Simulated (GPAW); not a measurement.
Here is a GPAW 26.7.0 calculation.

Contents of run.py:

```python
from ase.dft.bandgap import bandgap
from ase.io import read, write
from ase.units import GPa
from gpaw import GPAW, PW, setup_paths

setup_paths.insert(0, '.')

atoms = read('ZrB2.xyz')

calc = GPAW(mode=PW(800),
            xc='PBEsol',
            kpts={'size': (10, 10, 8), 'gamma': True},
            occupations={'name': 'methfessel-paxton', 'order': 0, 'width': 0.02},
            nbands=20,
            convergence={'density': 1e-05, 'energy': 1e-05},
            maxiter=150,
            txt='gpaw.txt')
atoms.calc = calc
energy = atoms.get_potential_energy()
forces = atoms.get_forces()
stress = atoms.get_stress()
calc.write('gs.gpw')
write('result.traj', atoms)
print(f'Energy: {energy:.6f} eV')
print('Forces (eV/A):')
print(forces.round(4))
print('Stress (GPa):', (stress / GPa).round(3))
print('Fermi level:', round(calc.get_fermi_level(), 4), 'eV')
print(f'Gap: {bandgap(calc)[0]:.4f} eV, direct: {bandgap(calc, direct=True)[0]:.4f} eV')
```

Contents of ZrB2.xyz:

```xyz
3
Lattice="3.1700000000 0.0000000000 0.0000000000 -1.5850000000 2.7453005300 0.0000000000 0.0000000000 0.0000000000 3.5330000000" Properties=species:S:1:pos:R:3 pbc="T T T"
Zr     0.0000000000      0.0000000000      0.0000000000
B      1.5850000002      0.9151001766      1.7665000000
B     -0.0000000002      1.8302003534      1.7665000000
```

Potentials or basis: PAW data sets generated in the run's folder for this functional, pw.

Command:

```bash
$ gpaw-setup -f PBEsol B Zr
$ OMP_NUM_THREADS=1 python run.py
```

(1) Predict the pressure.

(2) What does it give for the band gap on the k mesh?

Results:

(1) -4.8 GPa.

(2) none (metal or under the smearing width).
